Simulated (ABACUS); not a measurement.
# ZnSe (Stilleite) (F-43m) in ABACUS: notebook, part 2 of 2

ABACUS 3.10.1.

**3. Single point, LDA**

Input file INPUT:

```
INPUT_PARAMETERS
suffix              ZnSe
calculation         scf
basis_type          lcao
pseudo_dir          ./
orbital_dir         ./
latname             fcc
symmetry            1
dft_functional      pz
ecutwfc             105
pseudo_rcut         7
nspin               1
nbands              33
ks_solver           scalapack_gvx
smearing_method     fd
smearing_sigma      0.00367493
scf_thr             1e-07
scf_nmax            100
mixing_type         broyden
mixing_beta         0.7
cal_force           1
cal_stress          1
out_mul             1
out_chg             1
out_pot             2
out_elf             1
```

Input file STRU:

```
ATOMIC_SPECIES
Se 78.9710 Se.upf
Zn 65.3800 Zn.upf

NUMERICAL_ORBITAL
Se_confined-atom_7au_3s3p2d.orb
Zn_confined-atom_7au_3s2p2d1f.orb

LATTICE_CONSTANT
10.7102117839

ATOMIC_POSITIONS
Direct

Se
0.0
1
0.2500000000 0.2500000000 0.2500000000 1 1 1

Zn
0.0
1
0.0000000000 0.0000000000 0.0000000000 1 1 1
```

Input file KPT:

```
K_POINTS
0
Gamma
7 7 7 0 0 0
```

Potentials or basis: PseudoDojo NC SR 0.4.1 LDA stringent, DZP LCAO (the cutoffs set its grid).

Launch:

```sh
$ OMP_NUM_THREADS=1 mpirun -np 4 abacus > log
```

running log:

```text
ABACUS v3.10.1

               Atomic-orbital Based Ab-initio Computation at UStc

 ------------------------------------------------------------------------------------

 READING GENERAL INFORMATION
                           global_out_dir = OUT.ZnSe/
                           global_in_card = INPUT
                               pseudo_dir = ./
                              orbital_dir = ./
                                    DSIZE = 4
                                    GSIZE = 1

 READING UNITCELL INFORMATION
                                    ntype = 2
                  lattice constant (Bohr) = 10.7102
              lattice constant (Angstrom) = 5.6676

 READING ATOM TYPE 1
                               atom label = Se
                      L=0, number of zeta = 3
                      L=1, number of zeta = 3
                      L=2, number of zeta = 2
[... 586 lines left out ...]
      33        29.1159        0.00000

[... levels at 14 further k points ...]

 correction force for each atom along direction 1 is -0.00170407
 correction force for each atom along direction 2 is 0.00142368
 correction force for each atom along direction 3 is 0.00185378
------------------------------------------------------------------------------------------
 TOTAL-FORCE (eV/Angstrom)
------------------------------------------------------------------------------------------
                       Se1         0.0000000000         0.0000000000         0.0000000000
                       Zn1         0.0000000000         0.0000000000         0.0000000000
------------------------------------------------------------------------------------------

----------------------------------------------------------------
 TOTAL-STRESS (KBAR)
----------------------------------------------------------------
       -25.8914576181         0.0000000000         0.0000000000
         0.0000000000       -25.8914576181         0.0000000000
         0.0000000000         0.0000000000       -25.8914576181
----------------------------------------------------------------
 TOTAL-PRESSURE: -25.891458 KBAR

 --------------------------------------------
 !FINAL_ETOT_IS -14977.8160695257811312 eV
 --------------------------------------------
```

stdout:

```text
ABACUS v3.10.1

               Atomic-orbital Based Ab-initio Computation at UStc

4,OpenMP thread number: 1,Total thread number: 4,Local thread limit: 48
 dft_functional readin is: pz
[... 42 lines left out ...]
 GV9     -1.49778161e+04  -9.28073268e-10   2.4864e-08   1.29
----------------------------------------------------------------
 TOTAL-STRESS (KBAR)
----------------------------------------------------------------
       -25.8914576181         0.0000000000         0.0000000000
         0.0000000000       -25.8914576181         0.0000000000
         0.0000000000         0.0000000000       -25.8914576181
----------------------------------------------------------------
 TOTAL-PRESSURE: -25.891458 KBAR
```

mulliken.txt:

```text
 0
CALCULATE THE MULLIkEN ANALYSIS FOR EACH ATOM
 Total charge:	44
Decomposed Mulliken populations
0                             Zeta of Se              Spin 1
s                                      0              1.9997
[... 65 lines left out ...]
SUM OVER M+Zeta                                      10.1816

fz^3                                   0              0.0036
fxz^2                                  0              0.0042
fyz^2                                  0              0.0048
fzx^2-zy^2                             0              0.0040
fxyz                                   0              0.0045
fx^3-3*xy^2                            0              0.0044
f3yx^2-y^3                             0              0.0034
SUM OVER M                                            0.0288
SUM OVER M+Zeta                                       0.0288

SUM OVER M+Zeta+L                                    19.9172

Total Charge on atom:                 Zn             19.9172
```

It took 19 s on 4 MPI ranks of Intel Xeon Platinum 8259CL at 2.50GHz (Skylake/Cascade Lake), shared host; peak memory 0.48 GiB.

Results:

| Property | Result |
| --- | --- |
| Free energy | -14977.8161 eV |
| Pressure | -2.6 GPa |
| Band gap on the k mesh | 1.04 eV, direct |
| Mulliken charges | Se -0.08; Zn +0.08 e |

Caveat: the atomic orbitals were generated for these runs and aren't a published set; Mulliken charges move with the basis; the basis of atomic orbitals isn't converged, which shifts pressures, moduli and gaps.

**4. Against experiment**

Step 2. Measured gap of ZnSe: 2.695 eV (an exciton energy, a little under the gap; 300 K; “Alloy Disordering Effects on the Thermal Conductivity and Energy Gap Temperature Dependence of Cd1−xZnxSe Ternary Crystals Grown by the Bridgman Method”, 2023, pmc:10253836). This calculation gives 1.35 eV (-1.35 eV). Spin-orbit coupling on Se is left out. The value is that of BLYP in an atomic basis (Ansatz NC PBE, DZP LCAO (the cutoffs set its grid)), whose error adds to the functional's,, without temperature or zero-point motion. Semilocal functionals fall short of measured gaps as a rule.

Step 3. Measured gap of ZnSe: 2.695 eV (an exciton energy, a little under the gap; 300 K; “Alloy Disordering Effects on the Thermal Conductivity and Energy Gap Temperature Dependence of Cd1−xZnxSe Ternary Crystals Grown by the Bridgman Method”, 2023, pmc:10253836). This calculation gives 1.04 eV (-1.66 eV). So large a miss can be the level of theory's own, or it may mean another phase, state or a wrong row. Spin-orbit coupling on Se is left out. The value is that of LDA in an atomic basis (PseudoDojo NC SR 0.4.1 LDA stringent, DZP LCAO (the cutoffs set its grid)), whose error adds to the functional's,, without temperature or zero-point motion. Semilocal functionals fall short of measured gaps as a rule.
